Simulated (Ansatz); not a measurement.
**Clamped-ion strain scan in TaSi2**

Computed with Ansatz 0.2.0, DFT r2SCAN, scalar-relativistic, plane waves, PAW. Settings: plane waves to 500 eV, k-mesh 12×12×6 (Γ-centred), Gaussian smearing 0.15 eV. Spin–orbit coupling is left out, which can shift energies with elements as heavy as these. No spin polarisation. Energies are free energies at this smearing, counted from the undisturbed cell; pressure is positive in compression.

Reference structure (relaxed at this level; it needn't be the usual structure):

```xyz
9
Lattice="4.7800 0.0000 0.0000 -2.3900 4.1396 0.0000 0.0000 0.0000 6.5548" Properties=species:S:1:pos:R:3 pbc="T T T"
Ta    2.3900    0.0000    0.0000
Ta    1.1950    2.0698    4.3698
Ta   -1.1950    2.0698    2.1849
Si    0.0000    1.3104    0.0000
Si    3.6452    0.6552    4.3698
Si    1.2552    3.4844    2.1849
Si    2.3900    2.8292    0.0000
Si   -1.2552    3.4844    4.3698
Si    1.1348    0.6552    2.1849
```

The cell is strained by ε times the Voigt pattern (1, 0, 0, 0, 0, 0) (xx, yy, zz, yz, xz, xy; engineering shear) with fractional coordinates fixed. The cell is metallic on the mesh throughout.

```
      ε  ΔE (meV/atom) stress summed along the pattern (GPa, tension positive) pressure (GPa)
-0.0600           73.1                                                   -29.16            13.9
-0.0300              ?                                                   -13.03               ?
 0.0000            0.0                                                     0.05             0.0
 0.0150            3.8                                                     5.54            -2.6
 0.0450           31.6                                                    14.63            -6.9
 0.0600           53.9                                                    18.36            -8.7
```

Give the withheld values.

ΔE (meV/atom) at ε = -0.0300: 16.9; pressure (GPa) at ε = -0.0300: 6.2.